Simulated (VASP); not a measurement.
Wanted: the native input for a VASP 6.6.1 run.

| Item | Value |
| --- | --- |
| Task | relaxation of cell and atoms |
| Functional | PBEsol |
| Potentials or basis | VASP PAW PBE potentials, release 64 (Ta_pv, H) |
| Cutoff | 600 eV |
| k mesh | 16 × 16 × 10 |
| Occupations | gaussian, width 0.1 eV |
| Spin | no spin polarisation |
| Further INCAR settings | ALGO = Fast; EDIFF = 1e-07; IBRION = 2; EDIFFG = -0.005; NSW = 90; ISIF = 3 |

The structure of Ta2H lies in POSCAR:

```
Ta2H
1.0
    1.7204951100     -2.3714690300      0.0000000000
    1.7204951100      2.3714690300      0.0000000000
    0.0000000000      0.0000000000      4.7585693900
Ta H
2 1
Direct
    0.0000000000      0.5000000000      0.2645697700
    0.5000000000      0.0000000000      0.7354302300
    0.0000000000      0.0000000000      0.0000000000
```

The cell comes from a database or a generator and needn't be the stable form of this composition.

The input as run:

INCAR

```
SYSTEM = Ta2H
PREC = Accurate
ENCUT = 600
EDIFF = 1E-7
ISMEAR = 0
SIGMA = 0.1
LREAL = .FALSE.
LASPH = .TRUE.
NELM = 80
ALGO = Fast
ISIF = 3
LWAVE = .FALSE.
LCHARG = .FALSE.
GGA = PS
IBRION = 2
NSW = 90
EDIFFG = -0.005
```

KPOINTS

```
regular mesh
0
G
  16 16 10
  0 0 0
```

Potentials or basis: VASP PAW PBE potentials, release 64 (Ta_pv, H).

Command:

```bash
$ cat potpaw_PBE.64/Ta_pv/POTCAR potpaw_PBE.64/H/POTCAR > POTCAR
$ mpirun -np 1 vasp_std > vasp.out
```

It gave:

```yaml
Relaxed_volume: 12.68 Å³/atom
Relaxed_cell: a = 2.906 Å, b = 2.906 Å, c = 4.762 Å, α = 90.00°, β = 90.00°, γ = 108.97°
Space_group_after_relaxing_to_0.05_Å: C222 (No. 21)
Energy_gained_by_relaxing: 4.6 meV/atom
Ionic_steps: 7
Pressure_after_relaxing: 0.0 GPa
Band_gap_on_the_k_mesh: none (metal or under the smearing width)
```

Caveat: the PAW data sets were made with another functional, which shifts forces and pressure a little.

Wall time 11 min on 1 thread of Intel(R) Xeon(R) Platinum 8488C (Sapphire Rapids), with other jobs on the host, peak memory 0.42 GiB.
